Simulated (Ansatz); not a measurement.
**ZnSiP2: the band gap up the ladder of functionals**

The task here is to estimate one member of a computed series from the others.

The runs shown are made with Ansatz 0.2.0. PAW datasets, plane waves. These are computed values for a spin-unpolarised cell that may be hypothetical; none is a measurement.

## Starting point

The cell was relaxed beforehand with r2SCAN.

The symmetry is I-42d (No. 122, tetragonal); a = 5.377 Å, c = 10.468 Å in the conventional setting, 18.92 Å³ an atom. Zn has 4 P at 2.36 Å; P has 2 Si at 2.26 Å and 2 Zn at 2.36 Å; Si has 4 P at 2.26 Å.

Coordinates:

```cif
data_structure
_symmetry_space_group_name_H-M 'I-42d'
_symmetry_Int_Tables_number 122
_cell_length_a 5.3770
_cell_length_b 5.3770
_cell_length_c 10.4677
_cell_angle_alpha 90.000
_cell_angle_beta 90.000
_cell_angle_gamma 90.000
_cell_volume 302.64
loop_
_atom_site_label
_atom_site_type_symbol
_atom_site_symmetry_multiplicity
_atom_site_Wyckoff_symbol
_atom_site_fract_x
_atom_site_fract_y
_atom_site_fract_z
_atom_site_occupancy
Zn1 Zn 4 a 0.00000 0.00000 0.00000 1
P1 P 8 d 0.26683 0.25000 0.12500 1
Si1 Si 4 b 0.50000 0.50000 0.00000 1
```

The first run:

Input file input.yaml:

```yaml
crystal:
  lattice:
    - [-2.6884958316, 2.6884958316, 5.2338440611]
    - [2.6884958316, -2.6884958316, 5.2338440611]
    - [2.6884958316, 2.6884958316, -5.2338440611]
  atoms:
    - { symbol: Zn, position: [0.0, 0.0, 0.0] }
    - { symbol: P, position: [0.375, 0.3918255999, 0.5168255999] }
    - { symbol: Zn, position: [0.75, 0.25, 0.5] }
    - { symbol: P, position: [0.1418255999, 0.625, 0.0168255999] }
    - { symbol: Si, position: [0.5, 0.5, 0.0] }
    - { symbol: P, position: [0.875, 0.8581744001, 0.4831744001] }
    - { symbol: Si, position: [0.25, 0.75, 0.5] }
    - { symbol: P, position: [0.6081744001, 0.125, -0.0168255999] }
kpoints:
  mp_grid: { grid: [6, 6, 6] }
  band_path:
    path:
      - [[0.0, 0.0, 0.0], [9.975908004864e-18, -9.975908004864e-18, 0.5], [0.25, 0.25, 0.25], [2.758821349951e-18, 0.5, -2.758821349951e-18], [0.0, 0.0, 0.0], [0.5, 0.5, -0.5], [0.3159655496703, 0.6840344503297, -0.3159655496703]]
      - [[-0.3159655496703, 0.3159655496703, 0.3159655496703], [0.0, 0.0, 0.0]]
      - [[9.975908004864e-18, -9.975908004864e-18, 0.5], [-0.1319310993405, 0.1319310993405, 0.5]]
      - [[0.5, 0.5, -0.1319310993405], [0.5, 0.5, -0.5]]
    npoints: 10
hamiltonian:
  xc: pbe
scf:
  occupations: { method: fermi_dirac, width: 0.02 }
  n_extra_bands: 6
output:
  forces: true
  stress: true
  eigenvalues: true
  write_density: true
  write_potential: true
  elf: true
  volumetric_format: npy
```

The run is started by

```
ansatz run input.yaml --threads 4 --pin off --max-ram 7372MiB --backend cpu --events-out ev --progress --plain --runs-dir out
```

Steps of the session up to this table: Band structure with PBE; Single point with r2SCAN; HSE06; PBE0 at the same geometry; LDA at the same geometry; DDH-PBE0 at the same geometry; Single point with LC-ωPBE.

One table of the session follows, with a row left open; its other results are not shown here.

| level | gap (eV) |
| --- | --- |
| PBE | ? |
| r2SCAN | 1.56 |
| HSE06 | 1.99 |
| PBE0 | 2.65 |
| LDA | 1.19 |
| DDH-PBE0 | 1.81 |
| LC-ωPBE | 6.34 |

Estimate the missing values for PBE.

The run gave: gap (eV): 1.31. In the column «gap (eV)» it lies between LDA (1.19) and r2SCAN (1.56).

Meshes: PBE 6×6×6, r2SCAN 6×6×6, HSE06 4×4×4, PBE0 4×4×4, LDA 6×6×6, DDH-PBE0 4×4×4, LC-ωPBE 4×4×4.

In words: LDA gives the least gap, 1.19 eV, and LC-ωPBE the largest, 6.34 eV. Against HSE06, PBE is short by 0.68 eV, at 66 % of it, and r2SCAN 78 %. PBE0 lies 0.67 eV above HSE06, which differs from it by screening the long-range exchange.

To keep in mind: Warnings in the runs' records: stress exchange threshold loose, stress scf threshold loose.
